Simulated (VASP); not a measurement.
# SrCl2 (Fm-3m) in VASP: further runs

One crystal, SrCl2, is run at these levels: PBEsol; tasks: relaxation of cell and atoms.

All numbers are computed with VASP 6.6.1; they aren't measurements. Logs are shortened: lines on timing, memory, paths and dates and some standing lists are left out, and cuts for length are marked.

### Step 1. The structure

It takes space group Fm-3m (No. 225, cubic). The conventional cell has a = 6.977 Å, b = 6.977 Å, c = 6.977 Å, α = 90.00°, β = 90.00°, γ = 90.00°. Sr (site symmetry m-3m) is surrounded by 8 Cl at 3.02 Å. Cl (site symmetry -43m) has 4 Sr at 3.02 Å as nearest neighbours.

### Step 2. Relaxation of cell and atoms, PBEsol

File INCAR:

```
PREC     = Accurate       # precision mode
ENCUT    = 600            # plane-wave cutoff, eV
EDIFF    = 1E-6           # SCF threshold, eV
ISMEAR   = 0              # smearing method
SIGMA    = 0.03           # smearing width, eV
LREAL    = F              # projectors in reciprocal space
LASPH    = T              # aspherical terms in the spheres
NELM     = 80             # most SCF steps
ALGO     = Normal         # electronic algorithm
ISIF     = 3              # what is computed and relaxed
LWAVE    = F              # write WAVECAR
LCHARG   = F              # write CHGCAR
GGA      = PS             # functional
IBRION   = 2              # ionic algorithm
NSW      = 90             # ionic steps
EDIFFG   = -0.01          # ionic threshold
```

File KPOINTS:

```
Automatic mesh
0
Gamma
  8 8 8
```

File POSCAR:

```
SrCl2
1.0
    0.0000000000      3.4883500000      3.4883500000
    3.4883500000      0.0000000000      3.4883500000
    3.4883500000      3.4883500000      0.0000000000
Sr Cl
1 2
Direct
    0.0000000000      0.0000000000      0.0000000000
    0.2500000000      0.2500000000      0.2500000000
    0.7500000000      0.7500000000      0.7500000000
```

Potentials or basis: VASP PAW PBE potentials, release 64 (Sr_sv, Cl).

Started as:

```bash
cat potpaw_PBE.64/Sr_sv/POTCAR potpaw_PBE.64/Cl/POTCAR > POTCAR
mpirun -np 1 vasp_std > vasp.out
```

OUTCAR:

```text
PREC = Accurate
   ENCUT = 600
   EDIFF = 1E-6
   ISMEAR = 0
   LREAL = F
   LASPH = T
   NELM = 80
   ISIF = 3
   GGA = PS
   IBRION = 2
   NSW = 90
   EDIFFG = -0.01

 ion  position               nearest neighbor table
   1  0.000  0.000  0.000-   3 3.02   3 3.02   3 3.02   2 3.02   3 3.02   2 3.02   2 3.02   2 3.02

   2  0.250  0.250  0.250-   1 3.02   1 3.02   1 3.02   1 3.02
   3  0.750  0.750  0.750-   1 3.02   1 3.02   1 3.02   1 3.02

  LATTYP: Found a face centered cubic cell.
 ALAT       =     6.9767000000

  Lattice vectors:

 A1 = (   0.0000000000,   3.4883500000,   3.4883500000)
 A2 = (   3.4883500000,   0.0000000000,   3.4883500000)
 A3 = (   3.4883500000,   3.4883500000,   0.0000000000)

Analysis of symmetry for initial positions (statically):
=====================================================================
 Subroutine PRICEL returns:
 Original cell was already a primitive cell.

 Routine SETGRP: Setting up the symmetry group for a
 face centered cubic supercell.

 Subroutine GETGRP returns: Found 48 space group operations
 (whereof 48 operations were pure point group operations)
 out of a pool of 48 trial point group operations.

The static configuration has the point symmetry O_h .

Analysis of symmetry for dynamics (positions and initial velocities):
=====================================================================
 Subroutine PRICEL returns:
 Original cell was already a primitive cell.

 Routine SETGRP: Setting up the symmetry group for a
 face centered cubic supercell.

 Subroutine GETGRP returns: Found 48 space group operations
 (whereof 48 operations were pure point group operations)
 out of a pool of 48 trial point group operations.

The dynamic configuration has the point symmetry O_h .

 Subroutine INISYM returns: Found 48 space group operations
 (whereof 48 operations are pure point group operations),
 and found     1 'primitive' translations

----------------------------------------------------------------------------------------

                                     Primitive cell

  volume of cell :      84.8966

  direct lattice vectors                    reciprocal lattice vectors
     0.000000000  3.488350000  3.488350000    -0.143334241  0.143334241  0.143334241
     3.488350000  0.000000000  3.488350000     0.143334241 -0.143334241  0.143334241
     3.488350000  3.488350000  0.000000000     0.143334241  0.143334241 -0.143334241

  length of vectors
     4.933271880  4.933271880  4.933271880     0.248262188  0.248262188  0.248262188

  position of ions in fractional coordinates (direct lattice)
     0.000000000  0.000000000  0.000000000
     0.250000000  0.250000000  0.250000000
     0.750000000  0.750000000  0.750000000

  ion indices of the primitive-cell ions
   primitive index   ion index
                 1           1
                 2           2
                 3           3

----------------------------------------------------------------------------------------

 KPOINTS: Automatic mesh

Automatic generation of k-mesh.
 Grid dimensions read from file:
 generate k-points for:    8    8    8

 Generating k-lattice:

  Cartesian coordinates                     Fractional coordinates (reciprocal lattice)
    -0.017916780  0.017916780  0.017916780     0.125000000  0.000000000  0.000000000
     0.017916780 -0.017916780  0.017916780     0.000000000  0.125000000  0.000000000
     0.017916780  0.017916780 -0.017916780     0.000000000  0.000000000  0.125000000

  Length of vectors
     0.031032774  0.031032774  0.031032774

  Shift w.r.t. Gamma in fractional coordinates (k-lattice)
     0.000000000  0.000000000  0.000000000

 Subroutine IBZKPT returns following result:
 ===========================================

 Found     29 irreducible k-points:

 Following reciprocal coordinates:
            Coordinates               Weight
  0.000000  0.000000  0.000000      1.000000
  0.125000  0.000000  0.000000      8.000000
  0.250000  0.000000  0.000000      8.000000
  0.375000  0.000000  0.000000      8.000000
  0.500000  0.000000  0.000000      4.000000
  0.125000  0.125000  0.000000      6.000000
[... 16 lines left out ...]
  0.500000  0.250000  0.125000     48.000000
 -0.375000  0.250000  0.125000     24.000000
 [... further k-points ...]
   k-points           NKPTS =     29   k-points in BZ     NKDIM =     29   number of bands    NBANDS=     16
   number of dos      NEDOS =    301   number of ions     NIONS =      3
   total plane-waves  NPLWV =  64000
   dimension x,y,z NGX =    40 NGY =   40 NGZ =   40
   dimension x,y,z NGXF=    80 NGYF=   80 NGZF=   80
   ions per type =               1   2
   NGX,Y,Z   is equivalent  to a cutoff of  13.48, 13.48, 13.48 a.u.
   NGXF,Y,Z  is equivalent  to a cutoff of  26.96, 26.96, 26.96 a.u.
 SYSTEM =  unknown system
   PREC   = accura    normal or accurate (medium, high low for compatibility)
   ISTART =      0    job   : 0-new  1-cont  2-samecut
   ICHARG =      2    charge: 1-file 2-atom 10-const
   ISPIN  =      1    spin polarized calculation?
   LNONCOLLINEAR =      F non collinear calculations
   LSORBIT =      F    spin-orbit coupling
   LASPH  =      T    aspherical Exc in radial PAW
   ENCUT  =  600.0 eV  44.10 Ry    6.64 a.u.   9.85  9.85  9.85*2*pi/ulx,y,z
   NELM   =     80;   NELMIN=  2; NELMDL= -5     # of ELM steps
   EDIFF  = 0.1E-05   stopping-criterion for ELM
   LREAL  =      F    real-space projection
   EDIFFG = -.1E-01   stopping-criterion for IOM
   NSW    =     90    number of steps for IOM
   IBRION =      2    ionic relax: 0-MD 1-quasi-New 2-CG
   NFREE  =      1    steps in history (QN), initial steepest desc. (CG)
   ISIF   =      3    stress and relaxation
   ISYM   =      2    0-nonsym 1-usesym 2-fastsym
   POTIM  = 0.5000    time-step for ionic-motion
   TEBEG  =    0.0;   TEEND  =   0.0 temperature during run
   PSTRESS=    0.0 pullay stress
   NELECT =      24.0000    total number of electrons
   NUPDOWN=      -1.0000    fix difference up-down
   EMIN   =  10.00;   EMAX   =-10.00  energy-range for DOS
   EFERMI =   0.00;   METHOD = LEGACY
   ISMEAR =     0;   SIGMA  =   0.03  broadening in eV -4-tet -1-fermi 0-gaus
   EFERMI_NEDOS =   21; number of points for ismear=-14 and -15
   IALGO  =     38    algorithm
   IMIX   =      4    mixing-type and parameters
     AMIX     =   0.40;   BMIX     =  1.00
     AMIX_MAG =   1.60;   BMIX_MAG =  1.00
  volume/ion in A,a.u.               =      28.30       190.97
  Fermi-wavevector in a.u.,A,eV,Ry     =   1.074439  2.030396 15.706833  1.154420
  Thomas-Fermi vector in A             =   2.210267
   LORBIT       =      0    0 simple, 1 ext, 2 COOP (PROOUT), +10 PAW based schemes
   GGA     = PS    functional components
   LHFCALC =     F    Hartree Fock is set to
   AEXX    =    0.0000 exact exchange contribution
   IVDW    =     0    specifies the selected vdW correction
   LEPSILON=     F    determine dielectric tensor
   LRPA    =     F    only Hartree local field effects (RPA)
 conjugate gradient relaxation of ions
 non-spin polarized calculation
 Gauss-broadening in eV      SIGMA  =   0.03
  energy-cutoff  :      600.00
  volume of cell :       84.90
 maximum number of plane-waves:      2874
   NGX = 19   NGY = 19   NGZ = 19

--------------------------------------- Ionic step        1  -------------------------------------------

 number of electron      24.0000003 magnetization

 Free energy of the ion-electron system (eV)
  ---------------------------------------------------
  ext. energy  EPLUGINS =         0.00000000
  ---------------------------------------------------
  free energy    TOTEN  =       -13.33701974 eV

  energy without entropy =      -13.33701974  energy(sigma->0) =      -13.33701974

------------------------ aborting loop because EDIFF is reached ----------------------------------------

  FORCE on cell =-STRESS in cart. coord.  units (eV):
  Direction    XX          YY          ZZ          XY          YZ          ZX
  --------------------------------------------------------------------------------------
  -------------------------------------------------------------------------------------
  Total       -0.4793773     -0.4793773     -0.4793773      0.0000000      0.0000000     -0.0000000
  in kB       -9.0468600     -9.0468600     -9.0468600      0.0000000      0.0000000     -0.0000000
  external PRESSURE =      -9.0468600 kB  Pullay stress =       0.0000000 kB
[... 59 lines left out ...]
  energy  without entropy=      -13.3430323929  energy(sigma->0) =      -13.34303239

--------------------------------------- Ionic step        3  -------------------------------------------

 number of electron      24.0000003 magnetization

 Free energy of the ion-electron system (eV)
  ---------------------------------------------------
  ext. energy  EPLUGINS =         0.00000000
  ---------------------------------------------------
  free energy    TOTEN  =       -13.34306533 eV

  energy without entropy =      -13.34306533  energy(sigma->0) =      -13.34306533

 E-fermi :   0.4284     XC(G=0):  -8.6027

 val. band max:        0.2501641866   @ k =   0.5000   0.5000   0.0000
 cond. band min:       5.4758870633   @ k =   0.0000   0.0000   0.0000
 fundamental gap:      5.2257228767
 Fermi energy:         0.4283708737

 k-point     1 :       0.0000    0.0000    0.0000
  band No.  band energies     occupation
      1     -32.4705      2.00000
      2     -14.4987      2.00000
      3     -14.4987      2.00000
      4     -14.4987      2.00000
      5     -13.1268      2.00000
      6     -12.2057      2.00000
[... 8 lines left out ...]
     15       6.2097      0.00000
     16       9.1671      0.00000
[... 420 lines left out ...]
  band No.  band energies     occupation
      1     -32.4660      2.00000
      2     -14.7983      2.00000
      3     -14.6373      2.00000
      4     -14.5240      2.00000
      5     -12.5312      2.00000
      6     -12.3105      2.00000
[... 8 lines left out ...]
     15       7.6093      0.00000
     16       7.9444      0.00000

 [... further k-points ...]

------------------------ aborting loop because EDIFF is reached ----------------------------------------

  FORCE on cell =-STRESS in cart. coord.  units (eV):
  Direction    XX          YY          ZZ          XY          YZ          ZX
  --------------------------------------------------------------------------------------
  -------------------------------------------------------------------------------------
  Total        0.0005594      0.0005594      0.0005594      0.0000000      0.0000000     -0.0000000
  in kB        0.0108247      0.0108247      0.0108247      0.0000000      0.0000000     -0.0000000
  external PRESSURE =       0.0108247 kB  Pullay stress =       0.0000000 kB
[... 18 lines left out ...]
  FREE ENERGIE OF THE ION-ELECTRON SYSTEM (eV)
  ---------------------------------------------------
  free  energy   TOTEN  =       -13.3430653314 eV

  energy  without entropy=      -13.3430653314  energy(sigma->0) =      -13.34306533

 reached required accuracy - stopping structural energy minimisation
```

Wall time 89 s (1 thread of Intel Xeon Platinum 8259CL at 2.50GHz (Skylake/Cascade Lake), shared host); peak memory 0.26 GiB.

Results:

* Free energy: -13.3431 eV
* Relaxed volume: 27.60 Å³/atom
* Relaxed cell: a = 4.892 Å, b = 4.892 Å, c = 4.892 Å, α = 60.00°, β = 60.00°, γ = 60.00°
* Space group after relaxing (to 0.05 Å): Fm-3m (No. 225)
* Energy gained by relaxing: 2.0 meV/atom
* Ionic steps: 3
* Pressure after relaxing: 0.0 GPa
* Band gap on the k mesh: 5.23 eV, indirect (least direct gap 5.34 eV)

Step by step:
```tsv
step	energy change (eV)	largest force (eV/Å)	pressure (GPa)	volume (Å³)
1	0.0000	0.0000	-0.90	84.90
2	-0.0060	0.0000	-0.07	82.95
3	-0.0060	0.0000	0.00	82.80
```

Final structure:
```
Sr Cl
1.0
     0.00000    3.45933    3.45933
     3.45933    0.00000    3.45933
     3.45933    3.45933    0.00000
Sr Cl
1 2
Cartesian
  0.0000 0.0000 0.0000
  1.7297 1.7297 1.7297
  5.1890 5.1890 5.1890
```

Levels at points of the mesh, in eV from the valence-band top:
| k point | band 8 | band 9 | band 10 | band 11 | band 12 | band 13 | band 14 | band 15 | band 16 |
| --- | --- | --- | --- | --- | --- | --- | --- | --- | --- |
| (0.00, 0.00, 0.00) | -2.26 | -2.26 | -0.35 | -0.35 | -0.35 | 5.23 | 5.96 | 5.96 | 8.92 |
| (0.50, 0.00, 0.00) | -1.67 | -1.59 | -1.40 | -1.10 | -1.10 | 6.62 | 6.62 | 7.50 | 7.74 |
| (0.50, 0.50, 0.00) | -1.97 | -1.97 | -0.43 | -0.43 | 0.00 | 5.34 | 6.99 | 7.57 | 8.01 |

Caveat: the PAW data sets were made with another functional, which shifts forces and pressure a little. A k mesh can miss the band edges.

### Step 3. Relaxation of cell and atoms, PBEsol

This run uses another cell than the first one, of 27.60 Å³/atom, 0.975 times its volume.

INCAR: that of step 2 with these lines changed.

```diff
@@ -2,3 +2,3 @@
 ENCUT    = 600            # plane-wave cutoff, eV
-EDIFF    = 1E-6           # SCF threshold, eV
+EDIFF    = 1E-7           # SCF threshold, eV
 ISMEAR   = 0              # smearing method
@@ -15,2 +15,2 @@
 NSW      = 90             # ionic steps
-EDIFFG   = -0.01          # ionic threshold
+EDIFFG   = -0.005         # ionic threshold
```

KPOINTS is that of step 2.

File POSCAR:

```
SrCl2                                   
1.0
    0.0000000000      3.4593311496      3.4593311496
    3.4593311496      0.0000000000      3.4593311496
    3.4593311496      3.4593311496     -0.0000000000
  Sr              Cl            
     1     2
Direct
     0.0000000000000000    0.0000000000000000    0.0000000000000000
     0.2500000000000000    0.2500000000000000    0.2500000000000000
     0.7500000000000000    0.7500000000000000    0.7500000000000000
```

Potentials or basis: VASP PAW PBE potentials, release 64 (Sr_sv, Cl).

Started as:

```bash
cat potpaw_PBE.64/Sr_sv/POTCAR potpaw_PBE.64/Cl/POTCAR > POTCAR
mpirun -np 1 vasp_std > vasp.out
```

OUTCAR:

```text
PREC = Accurate
   ENCUT = 600
   EDIFF = 1E-7
   ISMEAR = 0
   LREAL = F
   LASPH = T
   NELM = 80
   ISIF = 3
   GGA = PS
   IBRION = 2
   NSW = 90
   EDIFFG = -0.005

 ion  position               nearest neighbor table
   1  0.000  0.000  0.000-   3 3.00   3 3.00   3 3.00   2 3.00   2 3.00   2 3.00   3 3.00   2 3.00

   2  0.250  0.250  0.250-   1 3.00   1 3.00   1 3.00   1 3.00
   3  0.750  0.750  0.750-   1 3.00   1 3.00   1 3.00   1 3.00

  LATTYP: Found a face centered cubic cell.
 ALAT       =     6.9186622992

  Lattice vectors:

 A1 = (   0.0000000000,   3.4593311496,   3.4593311496)
 A2 = (   3.4593311496,   0.0000000000,   3.4593311496)
 A3 = (   3.4593311496,   3.4593311496,   0.0000000000)

Analysis of symmetry for initial positions (statically):
=====================================================================
 Subroutine PRICEL returns:
 Original cell was already a primitive cell.

 Routine SETGRP: Setting up the symmetry group for a
 face centered cubic supercell.

 Subroutine GETGRP returns: Found 48 space group operations
[... 171 lines left out ...]
 val. band max:        0.2501735520   @ k =   0.5000   0.5000   0.0000
 cond. band min:       5.4756885315   @ k =   0.0000   0.0000   0.0000
 fundamental gap:      5.2255149795
 Fermi energy:         0.4283014098

 k-point     1 :       0.0000    0.0000    0.0000
  band No.  band energies     occupation
      1     -32.4707      2.00000
      2     -14.4989      2.00000
      3     -14.4989      2.00000
      4     -14.4989      2.00000
      5     -13.1268      2.00000
      6     -12.2057      2.00000
[... 433 lines left out ...]
      3     -14.6375      2.00000
      4     -14.5241      2.00000
      5     -12.5312      2.00000
      6     -12.3105      2.00000
[... 8 lines left out ...]
     15       7.6092      0.00000
     16       7.9444      0.00000

 [... further k-points ...]

------------------------ aborting loop because EDIFF is reached ----------------------------------------

  FORCE on cell =-STRESS in cart. coord.  units (eV):
  Direction    XX          YY          ZZ          XY          YZ          ZX
  --------------------------------------------------------------------------------------
  -------------------------------------------------------------------------------------
  Total       -0.0009597     -0.0009597     -0.0009597      0.0000000      0.0000000     -0.0000000
  in kB       -0.0185712     -0.0185712     -0.0185712      0.0000000      0.0000000     -0.0000000
  external PRESSURE =      -0.0185712 kB  Pullay stress =       0.0000000 kB

 VOLUME and BASIS-vectors are now :
 -----------------------------------------------------------------------------
  energy-cutoff  :      600.00
  volume of cell :       82.80
      direct lattice vectors                 reciprocal lattice vectors
     0.000000000  3.459331150  3.459331150    -0.144536611  0.144536611  0.144536611
     3.459331150  0.000000000  3.459331150     0.144536611 -0.144536611  0.144536611
     3.459331150  3.459331150  0.000000000     0.144536611  0.144536611 -0.144536611

 POSITION                                       TOTAL-FORCE (eV/Angst)
 -----------------------------------------------------------------------------------
      0.00000      0.00000      0.00000         0.000000      0.000000      0.000000
      1.72967      1.72967      1.72967        -0.000000     -0.000000     -0.000000
      5.18900      5.18900      5.18900        -0.000000      0.000000     -0.000000
 -----------------------------------------------------------------------------------
    total drift:                               -0.000000     -0.000000      0.000000

  FREE ENERGIE OF THE ION-ELECTRON SYSTEM (eV)
  ---------------------------------------------------
  free  energy   TOTEN  =       -13.3429524456 eV

  energy  without entropy=      -13.3429524456  energy(sigma->0) =      -13.34295245

 reached required accuracy - stopping structural energy minimisation
```

It took 44 s on 1 thread of Intel Xeon Platinum 8259CL at 2.50GHz (Skylake/Cascade Lake), shared host; peak memory 0.25 GiB.

Results:

* Free energy: -13.3430 eV
* Pressure after relaxing: 0.0 GPa
* Band gap on the k mesh: 5.23 eV, indirect (least direct gap 5.34 eV)

Final structure:
```xyz
3
Lattice="0.0000 3.4593 3.4593 3.4593 0.0000 3.4593 3.4593 3.4593 0.0000" Properties=species:S:1:pos:R:3 pbc="T T T"
Sr    0.0000    0.0000    0.0000
Cl    1.7297    1.7297    1.7297
Cl    5.1890    5.1890    5.1890
```

Caveat: the relaxation stopped at its first step, so nothing moved; the PAW data sets were made with another functional, which shifts forces and pressure a little. PBEsol gaps usually lie below the measured ones, often by a third to a half.
